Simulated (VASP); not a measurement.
# Bi (P6_3/mmc) in VASP: notebook

Runs on Bi. Level: PBE. Tasks: single point, relaxation of cell and atoms.

Program: VASP 6.6.1. These are calculated values, not measurements. Logs are shortened: lines on timing, memory, paths and dates and some standing lists are left out, and cuts for length are marked.

### Step 1. The crystal as given

It takes space group P6_3/mmc (No. 194, hexagonal). Conventional cell: a = 3.509 Å, b = 3.509 Å, c = 5.883 Å, α = 90.00°, β = 90.00°, γ = 120.00°. Bi (site symmetry -6m2) has 12 Bi at 3.51 to 3.57 Å as nearest neighbours.

The cell was built by a generator and needn't be a form met in nature.

### Step 2. Single point, PBE

INCAR

```
ALGO     = Fast           # electronic algorithm
EDIFF    = 1E-7           # SCF threshold, eV
ENCUT    = 520            # plane-wave cutoff, eV
GGA      = PE             # functional
ISIF     = 2              # what is computed and relaxed
ISMEAR   = 0              # smearing method
LASPH    = T              # aspherical terms in the spheres
LCHARG   = F              # write CHGCAR
LREAL    = F              # projectors in reciprocal space
LWAVE    = F              # write WAVECAR
NBANDS   = 22             # bands
NELM     = 100            # most SCF steps
PREC     = Accurate       # precision mode
SIGMA    = 0.05           # smearing width, eV
```

KPOINTS

```
k-points
0
Gamma
  6 6 4
```

POSCAR

```
Bi
1.0
    3.5091908537      0.0000000000      0.0000000000
   -1.7545954269      3.0390484261      0.0000000000
    0.0000000000      0.0000000000      5.8830915225
Bi
2
Direct
    0.3333333333      0.6666666667      0.7500000000
    0.6666666667      0.3333333333      0.2500000000
```

Potentials or basis: VASP PAW PBE potentials, release 64 (Bi_d).

Run with:

```console
cat potpaw_PBE.64/Bi_d/POTCAR > POTCAR
mpirun -np 1 vasp_std > vasp.out
```

OUTCAR:

```text
EDIFF = 1E-7
   ENCUT = 520
   GGA = PE
   ISIF = 2
   ISMEAR = 0
   LASPH = T
   LREAL = F
   NELM = 100
   PREC = Accurate

 ion  position               nearest neighbor table
   1  0.333  0.667  0.750-   2 3.57   2 3.57   2 3.57   2 3.57   2 3.57   2 3.57
   2  0.667  0.333  0.250-   1 3.57   1 3.57   1 3.57   1 3.57   1 3.57   1 3.57

  LATTYP: Found a hexagonal cell.
 ALAT       =     3.5091908537
 C/A-ratio  =     1.6764809233

  Lattice vectors:

 A1 = (   3.5091908537,   0.0000000000,   0.0000000000)
 A2 = (  -1.7545954269,   3.0390484261,   0.0000000000)
 A3 = (   0.0000000000,   0.0000000000,   5.8830915225)

Analysis of symmetry for initial positions (statically):
=====================================================================
 Subroutine PRICEL returns:
 Original cell was already a primitive cell.

 Routine SETGRP: Setting up the symmetry group for a
 hexagonal supercell.

 Subroutine GETGRP returns: Found 24 space group operations
 (whereof 12 operations were pure point group operations)
 out of a pool of 24 trial point group operations.

The static configuration has the point symmetry D_3d.
 The point group associated with its full space group is D_6h.

Analysis of symmetry for dynamics (positions and initial velocities):
=====================================================================
 Subroutine PRICEL returns:
 Original cell was already a primitive cell.

 Routine SETGRP: Setting up the symmetry group for a
 hexagonal supercell.

 Subroutine GETGRP returns: Found 24 space group operations
 (whereof 12 operations were pure point group operations)
 out of a pool of 24 trial point group operations.

The dynamic configuration has the point symmetry D_3d.
 The point group associated with its full space group is D_6h.

 Subroutine INISYM returns: Found 24 space group operations
 (whereof 12 operations are pure point group operations),
 and found     1 'primitive' translations

----------------------------------------------------------------------------------------

                                     Primitive cell

  volume of cell :      62.7408

[... 77 lines left out ...]
   ICHARG =      2    charge: 1-file 2-atom 10-const
   ISPIN  =      1    spin polarized calculation?
   LNONCOLLINEAR =      F non collinear calculations
   LSORBIT =      F    spin-orbit coupling
   LASPH  =      T    aspherical Exc in radial PAW
   ENCUT  =  520.0 eV  38.22 Ry    6.18 a.u.   6.52  6.52 10.94*2*pi/ulx,y,z
   NELM   =    100;   NELMIN=  2; NELMDL= -5     # of ELM steps
   EDIFF  = 0.1E-06   stopping-criterion for ELM
   LREAL  =      F    real-space projection
   EDIFFG = 0.1E-05   stopping-criterion for IOM
   NSW    =      0    number of steps for IOM
   IBRION =     -1    ionic relax: 0-MD 1-quasi-New 2-CG
   NFREE  =      0    steps in history (QN), initial steepest desc. (CG)
   ISIF   =      2    stress and relaxation
   ISYM   =      2    0-nonsym 1-usesym 2-fastsym
   POTIM  = 0.5000    time-step for ionic-motion
   TEBEG  =    0.0;   TEEND  =   0.0 temperature during run
   PSTRESS=    0.0 pullay stress
   NELECT =      30.0000    total number of electrons
   NUPDOWN=      -1.0000    fix difference up-down
   EMIN   =  10.00;   EMAX   =-10.00  energy-range for DOS
   EFERMI =   0.00;   METHOD = LEGACY
   ISMEAR =     0;   SIGMA  =   0.05  broadening in eV -4-tet -1-fermi 0-gaus
   EFERMI_NEDOS =   21; number of points for ismear=-14 and -15
   IALGO  =     68    algorithm
   IMIX   =      4    mixing-type and parameters
     AMIX     =   0.40;   BMIX     =  1.00
     AMIX_MAG =   1.60;   BMIX_MAG =  1.00
  volume/ion in A,a.u.               =      31.37       211.70
  Fermi-wavevector in a.u.,A,eV,Ry     =   1.280163  2.419157 22.297454  1.638817
  Thomas-Fermi vector in A             =   2.412606
   LORBIT       =      0    0 simple, 1 ext, 2 COOP (PROOUT), +10 PAW based schemes
   GGA     = PE    functional components
   LHFCALC =     F    Hartree Fock is set to
   AEXX    =    0.0000 exact exchange contribution
   IVDW    =     0    specifies the selected vdW correction
   LEPSILON=     F    determine dielectric tensor
   LRPA    =     F    only Hartree local field effects (RPA)
 non-spin polarized calculation
 RMM-DIIS sequential band-by-band and
 Gauss-broadening in eV      SIGMA  =   0.05
  energy-cutoff  :      520.00
  volume of cell :       62.74
 maximum number of plane-waves:      1720
 NGX is ok and might be reduce to    28
   NGX = 13   NGY = 13   NGZ = 21

 number of electron      29.9999997 magnetization

 Free energy of the ion-electron system (eV)
  ---------------------------------------------------
  ext. energy  EPLUGINS =         0.00000000
  ---------------------------------------------------
  free energy    TOTEN  =        -7.60569143 eV

  energy without entropy =       -7.60473485  energy(sigma->0) =       -7.60521314

 E-fermi :   8.1953     XC(G=0): -10.2586

 val. band max:        8.1280160977   @ k =   0.5000  -0.0000   0.0000
 cond. band min:       8.2297804018   @ k =   0.1667   0.0000   0.0000
 fundamental gap:      0.1017643041
 Fermi energy:         8.1953177289

 k-point     1 :       0.0000    0.0000    0.0000
  band No.  band energies     occupation
      1     -15.2061      2.00000
      2     -15.2061      2.00000
      3     -15.2054      2.00000
      4     -15.1986      2.00000
      5     -15.1986      2.00000
      6     -15.1920      2.00000
[... 514 lines left out ...]
     21      15.4242      0.00000
     22      15.4242      0.00000

------------------------ aborting loop because EDIFF is reached ----------------------------------------

  FORCE on cell =-STRESS in cart. coord.  units (eV):
  Direction    XX          YY          ZZ          XY          YZ          ZX
  --------------------------------------------------------------------------------------
  -------------------------------------------------------------------------------------
  Total       -0.0626926     -0.0626926     -0.0767149      0.0000000     -0.0000000     -0.0000000
  in kB       -1.6009468     -1.6009468     -1.9590265      0.0000000     -0.0000000     -0.0000000
  external PRESSURE =      -1.7203067 kB  Pullay stress =       0.0000000 kB

 VOLUME and BASIS-vectors are now :
 -----------------------------------------------------------------------------
  energy-cutoff  :      520.00
  volume of cell :       62.74
      direct lattice vectors                 reciprocal lattice vectors
     3.509190854  0.000000000  0.000000000     0.284965977  0.164525184  0.000000000
    -1.754595427  3.039048426  0.000000000     0.000000000  0.329050367  0.000000000
     0.000000000  0.000000000  5.883091523     0.000000000  0.000000000  0.169978658

 POSITION                                       TOTAL-FORCE (eV/Angst)
 -----------------------------------------------------------------------------------
     -0.00000      2.02603      4.41232         0.000000      0.000000      0.000000
      1.75460      1.01302      1.47077        -0.000000     -0.000000      0.000000
 -----------------------------------------------------------------------------------
    total drift:                               -0.000000      0.000000      0.000000

  FREE ENERGIE OF THE ION-ELECTRON SYSTEM (eV)
  ---------------------------------------------------
  free  energy   TOTEN  =        -7.6056914258 eV

  energy  without entropy=       -7.6047348486  energy(sigma->0) =       -7.60521314
```

stdout:

```text
POSCAR found type information on POSCAR Bi
 POSCAR found :  1 types and       2 ions
 scaLAPACK will be used
 LDA part: xc-table for (Slater+PW92), standard interpolation
 POSCAR, INCAR and KPOINTS ok, starting setup
 FFT: planning ... GRIDC
 FFT: planning ... GRID_SOFT
 FFT: planning ... GRID
 WAVECAR not read
 entering main loop
```

It took 15 s on 1 thread of Intel Xeon 6975P-C (Granite Rapids), shared host; peak memory 0.18 GiB.

Results:

```
Free energy            : -7.6057 eV
Pressure               : -0.2 GPa
Band gap on the k mesh : none (metal or under the smearing width)
```

Levels at points of the mesh, in eV from the Fermi level:
```
           k point  band 11  band 12  band 13  band 14  band 15  band 16  band 17  band 18  band 19  band 20
(0.00, 0.00, 0.00)   -13.85   -11.23    -5.56     3.28     3.28     4.30     4.71     4.71     6.94     7.81
(0.50, 0.00, 0.00)   -11.05   -10.08    -4.78    -3.45    -2.19    -0.07     0.25     3.01     4.64     6.77
(0.00, 0.00, 0.50)   -12.87   -12.87    -1.62    -1.62     3.96     3.96     3.96     3.96     7.82     7.82
(0.50, 0.00, 0.50)   -10.52   -10.52    -5.11    -5.11     1.07     1.07     1.35     1.35     5.24     5.24
```

Caveat: spin-orbit coupling is left out, which moves the levels of the heavy elements.

### Step 3. Relaxation of cell and atoms, PBE

This run uses another cell than the first one, of 35.39 Å³/atom, 1.128 times its volume.

INCAR

```
ALGO = Normal
EDIFF = 1E-6
EDIFFG = -0.03
ENCUT = 600
GGA = PE
IBRION = 2
ISIF = 3
ISMEAR = 0
LASPH = True
LCHARG = False
LREAL = False
LWAVE = False
NELM = 100
NSW = 80
PREC = Accurate
SIGMA = 0.05
```

KPOINTS is that of step 2.

POSCAR

```
Bi
1.0
    3.6848437729      0.0000000000      0.0000000000
   -1.8424218865      3.1911683163      0.0000000000
    0.0000000000      0.0000000000      6.0185781624
Bi
2
Direct
    0.3333333333      0.6666666667      0.7500000000
    0.6666666667      0.3333333333      0.2500000000
```

Potentials or basis: VASP PAW PBE potentials, release 64 (Bi_d).

Run with:

```console
cat potpaw_PBE.64/Bi_d/POTCAR > POTCAR
mpirun -np 1 vasp_std > vasp.out
```

Run time: 41 s. Hardware: 1 thread of Intel Xeon 6975P-C (Granite Rapids), shared host; peak memory 0.21 GiB.

Results (log left out):

```
Free energy                            : -7.6062 eV
Relaxed volume                         : 31.33 Å³/atom
Relaxed cell                           : a = 3.511 Å, b = 3.511 Å, c = 5.869 Å, α = 90.00°, β = 90.00°, γ = 120.00°
Space group after relaxing (to 0.05 Å) : P6_3/mmc (No. 194)
Energy gained by relaxing              : 72.7 meV/atom
Ionic steps                            : 4
Pressure after relaxing                : 0.0 GPa
Band gap on the k mesh                 : none (metal or under the smearing width)
```

Stress tensor (GPa, compression positive):
```
-0.08  0.00  0.00
 0.00 -0.08  0.00
 0.00  0.00  0.15
```

Step by step:
| step | energy change (eV) | largest force (eV/Å) | pressure (GPa) | volume (Å³) |
| --- | --- | --- | --- | --- |
| 1 | 0.0000 | 0.0000 | -4.97 | 70.77 |
| 2 | -0.1251 | 0.0000 | 2.52 | 60.10 |
| 3 | -0.1431 | 0.0000 | 0.07 | 62.62 |
| 4 | -0.1453 | 0.0000 | 0.00 | 62.65 |

Final structure:
```yaml
crystal:
  lattice:
    - [3.51094, 0.00000, 0.00000]
    - [-1.75547, 3.04056, 0.00000]
    - [0.00000, 0.00000, 5.86893]
  atoms:
    - { symbol: Bi, position: [0.33333, 0.66667, 0.75000] }
    - { symbol: Bi, position: [0.66667, 0.33333, 0.25000] }
```

Levels at points of the mesh, in eV from the Fermi level:
```
           k point  band 11  band 12  band 13  band 14  band 15  band 16  band 17  band 18  band 19
(0.00, 0.00, 0.00)   -13.85   -11.20    -5.55     3.27     3.27     4.37     4.72     4.72     6.93
(0.50, 0.00, 0.00)   -11.04   -10.07    -4.77    -3.42    -2.19    -0.06     0.24     3.03     4.64
(0.00, 0.00, 0.50)   -12.86   -12.86    -1.58    -1.58     3.96     3.96     3.96     3.96     7.81
(0.50, 0.00, 0.50)   -10.51   -10.51    -5.10    -5.10     1.10     1.10     1.35     1.35     5.26
```

Caveat: spin-orbit coupling is left out, which moves the levels of the heavy elements.
